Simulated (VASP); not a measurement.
A run of VASP 6.6.1:

POSCAR

```
TiSe2                                   
1.0
    3.4745717031      0.0000000000      0.0000000000
   -1.7372858516      3.0090673643      0.0000000000
    0.0000000000      0.0000000000     21.0644416000
  Se              Ti            
     2     1
Direct
     0.6666666699999979    0.3333333300000021    0.4253316808947432
     0.3333333300000021    0.6666666699999979    0.5746683191052568
     0.0000000000000000    0.0000000000000000    0.5000000000000000
```

INCAR.step1

```
ALGO = Normal
DIPOL = 0.5 0.5 0.500
EDIFF = 1E-5
ENCUT = 520
GGA = PE
GGA_COMPAT = False
IDIPOL = 3
ISIF = 2
ISMEAR = 0
KPAR = 4
LASPH = True
LCHARG = False
LDIPOL = True
LMAXMIX = 4
LORBIT = 11
LREAL = False
LSORBIT = True
LVACPOTAV = True
LVHAR = True
LWAVE = True
MAGMOM = 0 0 0 0 0 0 0 0 0
NBANDS = 39
NELM = 80
PREC = Accurate
SIGMA = 0.03
```

The input INCAR.step2:

```
ALGO = Normal
DIPOL = 0.5 0.5 0.500
EDIFF = 1E-6
ENCUT = 520
GGA = PE
GGA_COMPAT = False
HFSCREEN = 0.2
IDIPOL = 3
ISIF = 2
ISMEAR = 0
ISTART = 1
KPAR = 4
LASPH = True
LCHARG = False
LDIPOL = True
LHFCALC = True
LMAXMIX = 4
LORBIT = 11
LREAL = False
LSORBIT = True
LVACPOTAV = True
LVHAR = True
LWAVE = False
MAGMOM = 0 0 0 0 0 0 0 0 0
NBANDS = 39
NELM = 80
PREC = Accurate
PRECFOCK = Fast
SIGMA = 0.03
```

Contents of KPOINTS:

```
k-points
0
Gamma
  6 6 1
```

KPOINTS_OPT

```
explicit points
3
Reciprocal
 0.0000000000  0.0000000000  0.0000000000 1
 0.5000000000  0.0000000000  0.0000000000 1
 0.3333333300  0.3333333300  0.0000000000 1
```

Potentials or basis: VASP PAW PBE potentials, release 64 (Se, Ti_sv).

Command:

```bash
$ cat potpaw_PBE.64/Se/POTCAR potpaw_PBE.64/Ti_sv/POTCAR > POTCAR
$ cp INCAR.step1 INCAR
$ mpirun -np 4 vasp_ncl > vasp.out
$ cp INCAR.step2 INCAR
$ mpirun -np 4 vasp_ncl > vasp.out
```

Hardware: 4 MPI ranks on Intel(R) Xeon(R) Platinum 8488C (Sapphire Rapids) (shared host).

Problem. Estimate the wall time of this run.

Solution. Wall time 52 min on 4 MPI ranks on Intel(R) Xeon(R) Platinum 8488C (Sapphire Rapids), with other jobs on the host, peak memory 1 GiB a rank. Counts: scf iterations 55, k points 7.
